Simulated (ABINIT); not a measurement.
# PbSe (Clausthalite) (Fm-3m) in ABINIT: single point with PBE

Aim: the single point of PbSe (Clausthalite) with PBE.

Program: ABINIT 10.8.3 (patched build). These are calculated values, not measurements. Logs are shortened: lines on timing, memory, paths and dates and some standing lists are left out, and cuts for length are marked. The log counts tension as positive stress, the text compression.

**Experimental background.**

A printed reference work, monograph reports, for a bulk crystal of PbSe at 300 K: band gap 0.28 eV (direct).

The runs below are set against these values where they give the same quantity.

**1. Starting point**

It takes space group Fm-3m (No. 225, cubic). The conventional cell has a = 6.121 Å, b = 6.121 Å, c = 6.121 Å, α = 90.00°, β = 90.00°, γ = 90.00°. Pb (site symmetry m-3m) is surrounded by 6 Se at 3.06 Å. Se (site symmetry m-3m) has 6 Pb at 3.06 Å as nearest neighbours.

**2. Single point, PBE**

The input, run.abi:

```
# Pseudopotentials
pp_dirpath "./"
pseudos "Pb.upf, Se.upf"

# Structure
acell 8.1795146323 8.1795146323 8.1795146323
rprim
     0.0000000000     0.7071067812     0.7071067812
     0.7071067812     0.0000000000     0.7071067812
     0.7071067812     0.7071067812     0.0000000000
ntypat 2
znucl 82 34
natom 2
typat 1 2
xred
     0.0000000000     0.0000000000     0.0000000000
     0.5000000000     0.5000000000     0.5000000000

# Plane-wave basis
ecut 40.0

# k points
kptopt 1
ngkpt 6 6 6
nshiftk 1
shiftk 0.0 0.0 0.0

# Exchange and correlation
ixc 11

# Bands and occupations
nband 19
occopt 3
tsmear 0.05 eV

# SCF cycle
nstep 100
tolvrs 1.0e-10

# Output
iomode 3
prtwf 0
prteig 0
prtebands 0
enunit 1
prtden 1
prtvha 1
prtvclmb 1
prtpot 1
prtelf 1
```

Potentials or basis: PseudoDojo NC SR PBE v0.4.1 standard.

Launch:

```console
$ mpirun --bind-to none -np 4 abinit run.abi > log 2>&1
```

run.abo:

```text
.Version 10.8.3 of ABINIT
 Symmetries : space group Fm -3 m (#225); Bravais cF (face-center cubic)
================================================================================
 Values of the parameters that define the memory need of the present run
     intxc =       0    ionmov =       0      iscf =       7    lmnmax =       6
     lnmax =       6     mgfft =      48  mpssoang =       3    mqgrid =    3001
     natom =       2  nloc_mem =       1    nspden =       1   nspinor =       1
    nsppol =       1      nsym =      48    n1xccc =    2501    ntypat =       2
    occopt =       3   xclevel =       2
       mpw =        4699          nfft =      110592          nkpt =          16
================================================================================
================================================================================

--------------------------------------------------------------------------------
------------- Echo of variables that govern the present computation ------------
--------------------------------------------------------------------------------
 -outvars: echo values of preprocessed input variables --------
            acell      8.1795146323E+00  8.1795146323E+00  8.1795146323E+00 Bohr
              amu      2.07200000E+02  7.89600000E+01
             ecut      4.00000000E+01 Hartree
           enunit           1
              ixc          11
         kptrlatt        6    0    0      0    6    0      0    0    6
          kptrlen      4.90770878E+01
            natom           2
            nband          19
            ngfft          48      48      48
             nkpt          16
            nstep         100
             nsym          48
           ntypat           2
           occopt           3
        prtebands           0
           prteig           0
           prtelf           1
           prtpot           1
         prtvclmb           1
           prtvha           1
            prtwf           0
            rprim      0.0000000000E+00  7.0710678120E-01  7.0710678120E-01
                       7.0710678120E-01  0.0000000000E+00  7.0710678120E-01
                       7.0710678120E-01  7.0710678120E-01  0.0000000000E+00
          spgroup         225
           tolvrs      1.00000000E-10
           tsmear      1.83746611E-03 Hartree
            typat      1  2
           xangst      0.0000000000E+00  0.0000000000E+00  0.0000000000E+00
                       3.0606499980E+00  3.0606499980E+00  3.0606499980E+00
            xcart      0.0000000000E+00  0.0000000000E+00  0.0000000000E+00
                       5.7837902634E+00  5.7837902634E+00  5.7837902634E+00
             xred      0.0000000000E+00  0.0000000000E+00  0.0000000000E+00
                       5.0000000000E-01  5.0000000000E-01  5.0000000000E-01
            znucl       82.00000   34.00000

================================================================================

[... 106 lines left out ...]
...

 Integrated electronic density in atomic spheres:
 ------------------------------------------------
 Atom  Sphere_radius  Integrated_density
    1        2.00000         10.06456079
    2        2.00000         13.22322741
================================================================================

 ----iterations are completed or convergence reached----

 Mean square residual over all n,k,spin=   13.879E-09; max=  37.955E-07
 reduced coordinates (array xred) for    2 atoms
       0.000000000000      0.000000000000      0.000000000000
       0.500000000000      0.500000000000      0.500000000000
 rms dE/dt=  0.0000E+00; max dE/dt=  0.0000E+00; dE/dt below (all hartree)
    1       0.000000000000      0.000000000000      0.000000000000
    2       0.000000000000      0.000000000000      0.000000000000

 cartesian coordinates (angstrom) at end:
    1      0.00000000000000     0.00000000000000     0.00000000000000
    2      3.06064999797024     3.06064999797024     3.06064999797024

 cartesian forces (hartree/bohr) at end:
    1     -0.00000000000000    -0.00000000000000    -0.00000000000000
    2     -0.00000000000000    -0.00000000000000    -0.00000000000000
 frms,max,avg= 0.0000000E+00 0.0000000E+00   0.000E+00  0.000E+00  0.000E+00 h/b

 cartesian forces (eV/Angstrom) at end:
    1     -0.00000000000000    -0.00000000000000    -0.00000000000000
    2     -0.00000000000000    -0.00000000000000    -0.00000000000000
 frms,max,avg= 0.0000000E+00 0.0000000E+00   0.000E+00  0.000E+00  0.000E+00 e/A
 length scales=  8.179514632300  8.179514632300  8.179514632300 bohr
              =  4.328412736724  4.328412736724  4.328412736724 angstroms
 Fermi (or HOMO) energy (eV) =   4.43113   Average Vxc (eV)= -10.00499
 Eigenvalues (   eV  ) for nkpt=  16  k points:
 kpt#   1, nband= 19, wtk=  0.00463, kpt=  0.0000  0.0000  0.0000 (reduced coord)
 -42.99763  -42.99763  -42.99524  -42.99524  -42.99524  -12.53723  -12.53723  -12.53723
 -12.53166  -12.53166   -9.31283   -2.02565    2.41362    2.41362    2.41362    8.99809
   8.99809    8.99809   10.81573
 prteigrs : prtvol=0 or 1, do not print more k-points.

--- !EnergyTerms
iteration_state     : {dtset: 1, }
comment             : Components of total free energy in Hartree
kinetic             :  1.12956838950901E+02
hartree             :  5.00132954115336E+01
xc                  : -4.42127920099043E+01
Ewald energy        : -1.10678200336195E+02
psp_core            :  5.74090780888659E+00
local_psp           : -1.37963583935805E+02
non_local_psp       : -6.75160289367178E+01
internal            : -1.91659563047302E+02
'-kT*entropy'       : -2.64170777174854E-05
total_energy        : -1.91659589464379E+02
total_energy_eV     : -5.21532311666137E+03
band_energy         : -2.08667910532971E+01
...

 Cartesian components of stress tensor (hartree/bohr^3)
  sigma(1 1)= -7.68576719E-05  sigma(3 2)=  0.00000000E+00
  sigma(2 2)= -7.68576719E-05  sigma(3 1)=  0.00000000E+00
  sigma(3 3)= -7.68576719E-05  sigma(2 1)=  0.00000000E+00

-Cartesian components of stress tensor (GPa)         [Pressure=  2.2612E+00 GPa]
- sigma(1 1)= -2.26123078E+00  sigma(3 2)=  0.00000000E+00
- sigma(2 2)= -2.26123078E+00  sigma(3 1)=  0.00000000E+00
- sigma(3 3)= -2.26123078E+00  sigma(2 1)=  0.00000000E+00

== END DATASET(S) ==============================================================
================================================================================

 -outvars: echo values of variables after computation  --------
            acell      8.1795146323E+00  8.1795146323E+00  8.1795146323E+00 Bohr
           etotal     -1.9165958946E+02
            fcart     -0.0000000000E+00 -0.0000000000E+00 -0.0000000000E+00
                      -0.0000000000E+00 -0.0000000000E+00 -0.0000000000E+00
            rprim      0.0000000000E+00  7.0710678120E-01  7.0710678120E-01
                       7.0710678120E-01  0.0000000000E+00  7.0710678120E-01
                       7.0710678120E-01  7.0710678120E-01  0.0000000000E+00
           strten     -7.6857671921E-05 -7.6857671921E-05 -7.6857671921E-05
                       0.0000000000E+00  0.0000000000E+00  0.0000000000E+00
           xangst      0.0000000000E+00  0.0000000000E+00  0.0000000000E+00
                       3.0606499980E+00  3.0606499980E+00  3.0606499980E+00
             xred      0.0000000000E+00  0.0000000000E+00  0.0000000000E+00
                       5.0000000000E-01  5.0000000000E-01  5.0000000000E-01
 Calculation completed.
```

Run time: 15 s. Hardware: 4 MPI ranks of Arm Neoverse V1, shared host; peak memory 0.36 GiB.

What came out:

| Property | Result |
| --- | --- |
| Free energy | -5215.3231 eV |
| Pressure | 2.3 GPa |
| Band gap on the k mesh | 0.30 eV, direct |
| Valence electrons inside the program's atomic spheres | Pb 10.06; Se 13.22 |

Caveat: spin-orbit coupling is left out, which as a rule narrows the gap of such compounds by several tenths of an eV.

**3. Comparison with measurements**

Step 2. Against the measured gap of PbSe, 0.28 eV (direct; 300 K; a printed reference work, monograph), the calculated 0.30 eV is off by +0.02 eV. 2 values of this kind are on record (0.15 to 0.28 eV); this one was drawn at random. Spin-orbit coupling on Pb, Se is left out. The value is that of PBE on a finite k mesh, which can miss the band edges, without temperature or zero-point motion.
